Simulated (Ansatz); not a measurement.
# Si (Fm-3m): an equation of state far from equilibrium

How does Si (Fm-3m) respond to strong compression and slight expansion?

Program: Ansatz 0.2.0. Level of theory: DFT r²SCAN, scalar-relativistic, plane waves, PAW. These are calculated values, not measurements.

## 1. Starting point

The structure is cubic, space group Fm-3m (No. 225). Conventional cell: a = 3.801 Å, b = 3.801 Å, c = 3.801 Å, α = 90.00°, β = 90.00°, γ = 90.00°. Si (site symmetry m-3m) is surrounded by 12 Si at 2.69 Å.

Coordinates:

```
CELL_PARAMETERS angstrom
0.00000 1.90075 1.90075
1.90075 0.00000 1.90075
1.90075 1.90075 0.00000
ATOMIC_POSITIONS crystal
Si 0.00000 0.00000 0.00000
```

An earlier run at r²SCAN left this cell at 13.734 Å³/atom and 0.06 GPa (20×20×20 mesh).

## 2. Volume × 0.96

The input, input.yaml:

```yaml
crystal:
  lattice:
    - [0.0, 1.8750601398, 1.8750601398]
    - [1.8750601398, 0.0, 1.8750601398]
    - [1.8750601398, 1.8750601398, 0.0]
  atoms:
    - { symbol: Si, position: [0.0, 0.0, 0.0] }
basis:
  ecutwfc: 500
  ecutrho_ratio: 4
kpoints:
  mp_grid: { grid: [20, 20, 20] }
hamiltonian:
  xc: r2scan
scf:
  occupations: { method: gaussian, width: 0.05 }
output:
  forces: true
  stress: true
  eigenvalues: true
```

Started as:

```sh
> ansatz run input.yaml --threads 1 --pin off --max-ram 2560MiB --backend cpu --events-out ev --progress --plain --runs-dir out
```

The log of the run (excerpt; [...] marks lines left out):

```text
Warning: RAYON_NUM_THREADS=1 ignored (pool sized by the plan → 1); use --threads N
[...]
Pseudopotentials: kind: paw
Pseudopotential: Si, paw, valence charge 4, recommended cutoff 500 eV (meta_gga), Si.paw.azcp
Functional definition: r2SCAN
[...]
Crystal: 1 atoms, lattice volume = 13.185 Å³
Basis set: ecut = 500 eV, 331 PW (Γ), exchange–correlation on 80×80×80 points (64 copies of the dense FFT grid, shifted against one another)
Bands: 6, of which v1, the nominal top of the filled ones, is band 2 counted from 1 (1 counted from 0)
Symmetry: 48 space group operations
Space group: Fm-3m (ITA 225), of the structure as read, at distance tolerance 2.4e-5 Å
k-points: 256 of 8000
[...]
SCF iter   1: F=—  HF=-638.321050 eV  |F-HF|=—  |Δ(HF+E_count)|=         —  Δρ=7.46e-3  dr2=6.79e-3  dr2_τ=6.11e-3  ethr=1.77e-3  ⟨swp⟩=5.1  Hψ=14741  notcnv=0
[...]
SCF iter   6: F=-638.329741 eV  HF=-638.329741 eV  |F-HF|=7.40e-9  |Δ(HF+E_count)|=   3.58e-7  Δρ=6.51e-6  dr2=3.77e-9  dr2_τ=3.17e-11  ethr=2.50e-9  ⟨swp⟩=6.1  Hψ=8196  notcnv=0
[...]
SCF converged after 6 iterations
Free energy (F): -638.329741 eV
[...]
E sigma→0 (E₀):  -638.329602 eV
Entropy (-TS):   -0.000278 eV (-0.278 meV/atom)
Fermi energy:    12.207186 eV
[...]
--- Forces (eV/Å), atoms counted from 1 ---
  atom   1  Si     0.00000000     0.00000000    -0.00000000
[...]
--- Stress (GPa, compression-positive) ---
        4.024539      -0.000000      -0.000000
        0.000000       4.024539       0.000000
        0.000000       0.000000       4.024539
  P = ⅓ Tr σ = 4.0245 GPa (40.245 kbar)
--- Band table (eV; the first three rows and the last of 256) ---
  k-point 0: bands = ["-4.1964", "25.0842", "25.0842", "25.0842", "25.3691", "25.3691"]
[...]
```

Wall time 5.9 s (1 thread of Intel Xeon at 2.50GHz (Skylake/Cascade Lake), shared host); peak memory 0.35 GiB.

Read off: volume 13.185 Å³/atom, pressure 4.02 GPa, a metal on this mesh.

## 3. Volume × 1.04

input.yaml, as its differences from that of step 2:

```diff
@@ -2,5 +2,5 @@
   lattice:
-    - [0.0, 1.8750601398, 1.8750601398]
-    - [1.8750601398, 0.0, 1.8750601398]
-    - [1.8750601398, 1.8750601398, 0.0]
+    - [0.0, 1.9257618122, 1.9257618122]
+    - [1.9257618122, 0.0, 1.9257618122]
+    - [1.9257618122, 1.9257618122, 0.0]
   atoms:
```

Started as:

```sh
> ansatz run input.yaml --threads 1 --pin off --max-ram 2560MiB --backend cpu --events-out ev --progress --plain --runs-dir out
```

The log of the run (excerpt; [...] marks lines left out):

```text
Warning: RAYON_NUM_THREADS=1 ignored (pool sized by the plan → 1); use --threads N
[...]
Pseudopotentials: kind: paw
Pseudopotential: Si, paw, valence charge 4, recommended cutoff 500 eV (meta_gga), Si.paw.azcp
Functional definition: r2SCAN
[...]
Crystal: 1 atoms, lattice volume = 14.284 Å³
Basis set: ecut = 500 eV, 339 PW (Γ), exchange–correlation on 80×80×80 points (64 copies of the dense FFT grid, shifted against one another)
Bands: 6, of which v1, the nominal top of the filled ones, is band 2 counted from 1 (1 counted from 0)
Symmetry: 48 space group operations
Space group: Fm-3m (ITA 225), of the structure as read, at distance tolerance 2.4e-5 Å
k-points: 256 of 8000
[...]
SCF iter   1: F=—  HF=-638.323231 eV  |F-HF|=—  |Δ(HF+E_count)|=         —  Δρ=6.07e-3  dr2=5.06e-3  dr2_τ=3.71e-3  ethr=1.77e-3  ⟨swp⟩=5.3  Hψ=14734  notcnv=0
[...]
SCF iter   6: F=-638.331343 eV  HF=-638.331343 eV  |F-HF|=1.83e-11  |Δ(HF+E_count)|=   1.01e-8  Δρ=3.91e-7  dr2=1.18e-11  dr2_τ=2.85e-13  ethr=7.13e-10  ⟨swp⟩=3.1  Hψ=5646  notcnv=0
[...]
SCF converged after 6 iterations
Free energy (F): -638.331343 eV
[...]
E sigma→0 (E₀):  -638.330933 eV
Entropy (-TS):   -0.000820 eV (-0.820 meV/atom)
Fermi energy:    11.040788 eV
[...]
--- Forces (eV/Å), atoms counted from 1 ---
  atom   1  Si     0.00000000     0.00000000    -0.00000000
[...]
--- Stress (GPa, compression-positive) ---
       -2.895604      -0.000000       0.000000
       -0.000000      -2.895604       0.000000
       -0.000000      -0.000000      -2.895604
  P = ⅓ Tr σ = -2.8956 GPa (-28.956 kbar)
--- Band table (eV; the first three rows and the last of 256) ---
  k-point 0: bands = ["-4.5440", "23.1215", "23.1215", "23.1215", "23.6073", "23.6073"]
[...]
```

It took 5.7 s on 1 thread of Intel Xeon at 2.50GHz (Skylake/Cascade Lake), shared host; peak memory 0.35 GiB.

Result: volume 14.284 Å³/atom, pressure -2.90 GPa, metallic.

## 4. Volume × 0.92

input.yaml, as its differences from that of step 3:

```diff
@@ -2,5 +2,5 @@
   lattice:
-    - [0.0, 1.9257618122, 1.9257618122]
-    - [1.9257618122, 0.0, 1.9257618122]
-    - [1.9257618122, 1.9257618122, 0.0]
+    - [0.0, 1.8486473239, 1.8486473239]
+    - [1.8486473239, 0.0, 1.8486473239]
+    - [1.8486473239, 1.8486473239, 0.0]
   atoms:
```

Started as:

```sh
> ansatz run input.yaml --threads 1 --pin off --max-ram 2560MiB --backend cpu --events-out ev --progress --plain --runs-dir out
```

The log of the run (excerpt; [...] marks lines left out):

```text
Warning: RAYON_NUM_THREADS=1 ignored (pool sized by the plan → 1); use --threads N
[...]
Pseudopotentials: kind: paw
Pseudopotential: Si, paw, valence charge 4, recommended cutoff 500 eV (meta_gga), Si.paw.azcp
Functional definition: r2SCAN
[...]
Crystal: 1 atoms, lattice volume = 12.635 Å³
Basis set: ecut = 500 eV, 331 PW (Γ), exchange–correlation on 80×80×80 points (64 copies of the dense FFT grid, shifted against one another)
Bands: 6, of which v1, the nominal top of the filled ones, is band 2 counted from 1 (1 counted from 0)
Symmetry: 48 space group operations
Space group: Fm-3m (ITA 225), of the structure as read, at distance tolerance 2.3e-5 Å
k-points: 256 of 8000
[...]
SCF iter   1: F=—  HF=-638.298291 eV  |F-HF|=—  |Δ(HF+E_count)|=         —  Δρ=8.28e-3  dr2=7.81e-3  dr2_τ=7.82e-3  ethr=1.77e-3  ⟨swp⟩=5.1  Hψ=14678  notcnv=0
[...]
SCF iter   6: F=-638.307478 eV  HF=-638.307478 eV  |F-HF|=7.40e-9  |Δ(HF+E_count)|=   3.80e-7  Δρ=7.53e-6  dr2=4.36e-9  dr2_τ=3.30e-11  ethr=2.50e-9  ⟨swp⟩=6.3  Hψ=8250  notcnv=0
[...]
SCF converged after 6 iterations
Free energy (F): -638.307478 eV
[...]
E sigma→0 (E₀):  -638.307343 eV
Entropy (-TS):   -0.000269 eV (-0.269 meV/atom)
Fermi energy:    12.877243 eV
[...]
--- Forces (eV/Å), atoms counted from 1 ---
  atom   1  Si     0.00000000     0.00000000    -0.00000000
[...]
--- Stress (GPa, compression-positive) ---
        9.171131      -0.000000       0.000000
        0.000000       9.171131      -0.000000
        0.000000      -0.000000       9.171131
  P = ⅓ Tr σ = 9.1711 GPa (91.711 kbar)
--- Band table (eV; the first three rows and the last of 256) ---
  k-point 0: bands = ["-3.9969", "25.9046", "25.9046", "25.9046", "26.6223", "26.6223"]
[...]
```

Run time: 4.3 s. Hardware: 1 thread of Intel Xeon at 2.50GHz (Skylake/Cascade Lake), shared host; peak memory 0.34 GiB.

Result: volume 12.635 Å³/atom, pressure 9.17 GPa, no gap.

## 5. Volume × 0.88

input.yaml, as its differences from that of step 4:

```diff
@@ -2,5 +2,5 @@
   lattice:
-    - [0.0, 1.8486473239, 1.8486473239]
-    - [1.8486473239, 0.0, 1.8486473239]
-    - [1.8486473239, 1.8486473239, 0.0]
+    - [0.0, 1.8214573841, 1.8214573841]
+    - [1.8214573841, 0.0, 1.8214573841]
+    - [1.8214573841, 1.8214573841, 0.0]
   atoms:
```

Started as:

```sh
> ansatz run input.yaml --threads 1 --pin off --max-ram 2560MiB --backend cpu --events-out ev --progress --plain --runs-dir out
```

The log of the run (excerpt; [...] marks lines left out):

```text
Warning: RAYON_NUM_THREADS=1 ignored (pool sized by the plan → 1); use --threads N
[...]
Pseudopotentials: kind: paw
Pseudopotential: Si, paw, valence charge 4, recommended cutoff 500 eV (meta_gga), Si.paw.azcp
Functional definition: r2SCAN
[...]
Crystal: 1 atoms, lattice volume = 12.086 Å³
Basis set: ecut = 500 eV, 331 PW (Γ), exchange–correlation on 80×80×80 points (64 copies of the dense FFT grid, shifted against one another)
Bands: 6, of which v1, the nominal top of the filled ones, is band 2 counted from 1 (1 counted from 0)
Symmetry: 48 space group operations
Space group: Fm-3m (ITA 225), of the structure as read, at distance tolerance 2.3e-5 Å
k-points: 256 of 8000
[...]
SCF iter   1: F=—  HF=-638.255393 eV  |F-HF|=—  |Δ(HF+E_count)|=         —  Δρ=9.31e-3  dr2=9.14e-3  dr2_τ=1.00e-2  ethr=1.77e-3  ⟨swp⟩=5.1  Hψ=14627  notcnv=0
[...]
SCF iter   6: F=-638.265434 eV  HF=-638.265434 eV  |F-HF|=9.08e-10  |Δ(HF+E_count)|=   8.42e-8  Δρ=9.44e-6  dr2=7.08e-9  dr2_τ=3.06e-11  ethr=2.50e-9  ⟨swp⟩=6.1  Hψ=8170  notcnv=0
[...]
SCF converged after 6 iterations
Free energy (F): -638.265434 eV
[...]
E sigma→0 (E₀):  -638.265166 eV
Entropy (-TS):   -0.000536 eV (-0.536 meV/atom)
Fermi energy:    13.606271 eV
[...]
--- Forces (eV/Å), atoms counted from 1 ---
  atom   1  Si     0.00000000    -0.00000000     0.00000000
[...]
--- Stress (GPa, compression-positive) ---
       15.529216      -0.000000      -0.000000
        0.000000      15.529216       0.000000
        0.000000       0.000000      15.529216
  P = ⅓ Tr σ = 15.5292 GPa (155.292 kbar)
--- Band table (eV; the first three rows and the last of 256) ---
  k-point 0: bands = ["-3.7767", "26.7876", "26.7876", "26.7876", "27.9747", "27.9747"]
[...]
```

It took 4.4 s on 1 thread of Intel Xeon at 2.50GHz (Skylake/Cascade Lake), shared host; peak memory 0.34 GiB.

This gives: volume 12.086 Å³/atom, pressure 15.53 GPa, no gap.

## 6. Volume × 0.84

The input, input.yaml:

```yaml
crystal:
  lattice:
    - [0.0, 1.7934305055, 1.7934305055]
    - [1.7934305055, 0.0, 1.7934305055]
    - [1.7934305055, 1.7934305055, 0.0]
  atoms:
    - { symbol: Si, position: [0.0, 0.0, 0.0] }
basis:
  ecutwfc: 500
  ecutrho_ratio: 4
kpoints:
  mp_grid: { grid: [22, 22, 22] }
hamiltonian:
  xc: r2scan
scf:
  occupations: { method: gaussian, width: 0.05 }
output:
  forces: true
  stress: true
  eigenvalues: true
```

Started as:

```sh
> ansatz run input.yaml --threads 1 --pin off --max-ram 2560MiB --backend cpu --events-out ev --progress --plain --runs-dir out
```

The log of the run (excerpt; [...] marks lines left out):

```text
Warning: RAYON_NUM_THREADS=1 ignored (pool sized by the plan → 1); use --threads N
[...]
Pseudopotentials: kind: paw
Pseudopotential: Si, paw, valence charge 4, recommended cutoff 500 eV (meta_gga), Si.paw.azcp
Functional definition: r2SCAN
[...]
Crystal: 1 atoms, lattice volume = 11.537 Å³
Basis set: ecut = 500 eV, 283 PW (Γ), exchange–correlation on 80×80×80 points (64 copies of the dense FFT grid, shifted against one another)
Bands: 6, of which v1, the nominal top of the filled ones, is band 2 counted from 1 (1 counted from 0)
Symmetry: 48 space group operations
Space group: Fm-3m (ITA 225), of the structure as read, at distance tolerance 2.3e-5 Å
k-points: 328 of 10648
[...]
SCF iter   1: F=—  HF=-638.185024 eV  |F-HF|=—  |Δ(HF+E_count)|=         —  Δρ=1.04e-2  dr2=1.04e-2  dr2_τ=1.29e-2  ethr=1.77e-3  ⟨swp⟩=5.2  Hψ=18742  notcnv=0
[...]
SCF iter   6: F=-638.196113 eV  HF=-638.196113 eV  |F-HF|=2.53e-10  |Δ(HF+E_count)|=   1.27e-9  Δρ=1.07e-5  dr2=8.93e-9  dr2_τ=2.60e-11  ethr=2.50e-9  ⟨swp⟩=6.0  Hψ=10441  notcnv=0
[...]
SCF converged after 6 iterations
Free energy (F): -638.196113 eV
[...]
E sigma→0 (E₀):  -638.195748 eV
Entropy (-TS):   -0.000730 eV (-0.730 meV/atom)
Fermi energy:    14.245165 eV
[...]
--- Forces (eV/Å), atoms counted from 1 ---
  atom   1  Si    -0.00000000    -0.00000000    -0.00000000
[...]
--- Stress (GPa, compression-positive) ---
       23.947959       0.000000       0.000000
        0.000000      23.947959       0.000000
        0.000000       0.000000      23.947959
  P = ⅓ Tr σ = 23.9480 GPa (239.480 kbar)
--- Band table (eV; the first three rows and the last of 328) ---
  k-point 0: bands = ["-3.5324", "27.7419", "27.7419", "27.7419", "29.4388", "29.4388"]
[...]
```

Wall time 5.5 s (1 thread of Intel Xeon at 2.50GHz (Skylake/Cascade Lake), shared host); peak memory 0.36 GiB.

Result: volume 11.537 Å³/atom, pressure 23.95 GPa, no gap.

(Part 1 of 2 ends here.)
